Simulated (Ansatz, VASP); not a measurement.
# Two plane-wave programs on Li

INCAR

```
SYSTEM = Li
PREC = Accurate
ENCUT = 600
EDIFF = 1E-7
ISMEAR = 0
SIGMA = 0.1
LREAL = .FALSE.
LASPH = .TRUE.
NELM = 100
ALGO = Normal
ISIF = 3
LWAVE = .FALSE.
LCHARG = .FALSE.
GGA = PE
IVDW = 12
IBRION = 2
NSW = 100
EDIFFG = -0.005
```

The input KPOINTS:

```
regular mesh
0
G
  18 18 10
  0 0 0
```

File POSCAR:

```
Li
1.0
    2.9531605383      0.0000000000      0.0000000000
   -1.4765802691      2.5575120476      0.0000000000
    0.0000000000      0.0000000000      4.8440825750
Li
2
Direct
    0.3333333333      0.6666666667      0.2500000000
    0.6666666667      0.3333333333      0.7500000000
```

Input for Ansatz:

```yaml
crystal:
  lattice:
    - [2.9531605383, 0.0, 0.0]
    - [-1.4765802691, 2.5575120476, 0.0]
    - [0.0, 0.0, 4.844082575]
  atoms:
    - { symbol: Li, position: [0.3333333333, 0.6666666667, 0.25] }
    - { symbol: Li, position: [0.6666666667, 0.3333333333, 0.75] }
basis:
  ecutwfc: 420
kpoints:
  mp_grid: { grid: [18, 18, 10] }
hamiltonian:
  xc: pbe
  dispersion: d3bj
scf:
  occupations: { method: gaussian, width: 0.1 }
output:
  forces: true
  stress: true
  eigenvalues: true
  write_density: true
  write_potential: true
  elf: true
  volumetric_format: npy
relax:
  adjacent_minimum: "off"
  f_tol: 0.005
  max_steps: 80
  cell: { stress_tol: 0.05 }
```

This isn't the form of Li at room conditions, which is bcc.

Alike in both runs: task relaxation of cell and atoms; functional PBE; dispersion D3(BJ); k mesh 18 × 18 × 10; occupations gaussian, width 0.1 eV; no spin polarisation.

|  | VASP | Ansatz |
| --- | --- | --- |
| version | VASP 6.6.1 | Ansatz 0.2.0 |
| potentials or method | VASP PAW PBE potentials, release 64 (Li_sv) | scalar-relativistic, plane waves, PAW |
| plane-wave cutoff (eV) | 600 | 420 |
| valence electrons in the cell | 6 | 6 |

|  | VASP | Ansatz | Ansatz less VASP |
| --- | --- | --- | --- |
| gap on the k mesh at the Fermi level, each at its own relaxed structure (eV) | none | none | - |
| relaxed volume (Å³/atom) | 18.12 | 18.29 | +0.177 |
| relaxed cell length with the largest relative difference (Å) | 2.943 | 2.953 | +0.0106 |

A gap of «none» marks a metal or a gap that the smearing closes.

Caveats: the cutoff is under 1.25 times the usual one of these potentials, so pressure, stress and relaxed cells hold a basis-set (Pulay) error (VASP); pairwise dispersion overbinds metals, which lowers pressure and volume.
